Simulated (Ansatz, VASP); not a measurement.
PbS in VASP and in Ansatz

The input INCAR:

```
PREC = Accurate
ENCUT = 600
EDIFF = 1E-6
ISMEAR = -1
SIGMA = 0.05
LREAL = False
LASPH = True
NELM = 100
ALGO = Normal
ISIF = 3
LWAVE = False
LCHARG = False
GGA = PE
IVDW = 12
IBRION = 2
NSW = 60
EDIFFG = -0.01
```

File KPOINTS:

```
regular mesh
0
Gamma
  7 7 7
```

File POSCAR:

```
PbS
1.0
    3.6536590000      0.0000000000      0.0000000000
    0.0000000000      3.6536590000      0.0000000000
    0.0000000000      0.0000000000      3.6536590000
Pb S
1 1
Direct
    0.0000000000      0.0000000000      0.0000000000
    0.5000000000      0.5000000000      0.5000000000
```

input.yaml

```yaml
crystal:
  lattice:
    - [3.653659, 0.0, 0.0]
    - [0.0, 3.653659, 0.0]
    - [0.0, 0.0, 3.653659]
  atoms:
    - { symbol: Pb, position: [0.0, 0.0, 0.0] }
    - { symbol: S, position: [0.5, 0.5, 0.5] }
hamiltonian:
  xc: pbe
  pseudopotentials: { kind: paw }
  dispersion: d3bj
kpoints:
  mp_grid: { grid: [7, 7, 7] }
scf:
  occupations: { method: fermi_dirac, width: 0.05 }
output:
  forces: true
  stress: true
  eigenvalues: true
  write_density: true
  write_potential: true
  elf: true
  volumetric_format: npy
relax:
  f_tol: 0.01
  max_steps: 40
  cell: { stress_tol: 0.05 }
```

Measurements of this composition are mostly on another form, of space group No. 225.

Alike in both runs: task relaxation of cell and atoms; functional PBE; dispersion D3(BJ); k mesh 7 × 7 × 7; occupations fermi-dirac, width 0.05 eV; no spin polarisation.

```csv
,VASP,Ansatz
version,VASP 6.6.1,Ansatz 0.2.0
potentials or method,"VASP PAW PBE potentials, release 64 (Pb_d, S)",Ansatz PAW
plane-wave cutoff (eV),600,420
valence electrons in the cell,20,20
```

Ansatz gave:

```
gap on the k mesh at the Fermi level, each at its own relaxed structure (eV) : none
relaxed volume (Å³/atom)                                                     : 23.27
relaxed cell length with the largest relative difference (Å)                 : 3.597
energy change over the relaxation (meV/atom)                                 : -9
```

Which values does VASP return?

gap on the k mesh at the Fermi level, each at its own relaxed structure (eV): none; relaxed volume (Å³/atom): 23.25; relaxed cell length with the largest relative difference (Å): 3.596; energy change over the relaxation (meV/atom): -9.

A gap of «none» marks a metal or a gap that the smearing closes.

Caveats: pairwise dispersion overbinds metals, which lowers pressure and volume; the plane-wave basis is chosen anew once the cell has moved, so the energies of steps on either side of that aren't comparable (Ansatz). Spin-orbit coupling is left out, which matters for the levels of Pb.
